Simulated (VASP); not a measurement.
FeSi2: single point with PBEsol

The system is FeSi2.

```
Fe Si
1.0
     2.62276    0.00000    0.00000
     0.00000    2.68598    0.00000
     0.00000    0.00000    5.12426
Fe Si
1 2
Direct
  0.00000 0.00000 0.00000
  0.50000 0.50000 0.27268
  0.50000 0.50000 0.72732
```

The cell isn't the ideal one: uniaxial strain along a, b, c and atoms relaxed: -2.0 %.

```json
{
 "Program": "VASP 6.6.1",
 "Task": "single point",
 "Functional": "PBEsol",
 "Potentials or basis": "VASP PAW PBE potentials, release 64 (Fe, Si)",
 "Cutoff": "520 eV",
 "k mesh": "16 × 16 × 8",
 "Occupations": "gaussian, width 0.1 eV",
 "Spin": "no spin polarisation"
}
```

```
Pressure               : 2.9 GPa
Largest force          : 0.021 eV/Å
Band gap on the k mesh : none (metal or under the smearing width)
```

Forces on the atoms (eV/Å):
```
Fe   0.000  0.000  0.000
Si   0.000  0.000  0.021
Si   0.000  0.000 -0.021
```

Stress tensor (GPa, compression positive):
```
7.79 0.00 0.00
0.00 0.46 0.00
0.00 0.00 0.54
```

Levels at points of the mesh, in eV from the Fermi level:
| k point | band 4 | band 5 | band 6 | band 7 | band 8 | band 9 | band 10 | band 11 | band 12 | band 13 |
| --- | --- | --- | --- | --- | --- | --- | --- | --- | --- | --- |
| (0.00, 0.00, 0.00) | -3.67 | -1.78 | -1.64 | -1.39 | -0.57 | 4.37 | 5.29 | 6.32 | 7.15 | 8.07 |
| (0.50, 0.00, 0.00) | -4.35 | -3.98 | -3.25 | -2.17 | -1.16 | 0.13 | 1.58 | 2.43 | 7.99 | 8.67 |
| (0.00, 0.50, 0.00) | -4.65 | -3.97 | -3.31 | -1.93 | -1.01 | 0.05 | 1.39 | 2.18 | 7.98 | 9.18 |
| (0.50, 0.50, 0.00) | -4.62 | -4.32 | -3.21 | -2.35 | 0.23 | 0.66 | 2.66 | 2.85 | 3.09 | 3.32 |
| (0.00, 0.00, 0.50) | -3.65 | -2.58 | -1.69 | -1.42 | -0.57 | 2.45 | 5.56 | 6.36 | 6.47 | 6.53 |
| (0.50, 0.00, 0.50) | -6.44 | -3.24 | -2.50 | -2.17 | -1.18 | 0.80 | 2.53 | 4.75 | 5.04 | 7.84 |
| (0.00, 0.50, 0.50) | -6.45 | -3.37 | -2.58 | -1.92 | -1.02 | 0.55 | 2.17 | 4.73 | 4.83 | 7.84 |
| (0.50, 0.50, 0.50) | -4.42 | -3.42 | -3.14 | -1.88 | 0.21 | 0.24 | 0.41 | 1.05 | 3.05 | 4.06 |

Run time: 92 s on 1 thread of Intel(R) Xeon(R) 6975P-C (Granite Rapids), with other jobs on the host, peak memory 0.32 GiB.

Caveat: the PAW data sets were made with another functional, which shifts forces and pressure a little. Spin polarisation is off, so any magnetic state and its effect on volume and gap are missing.
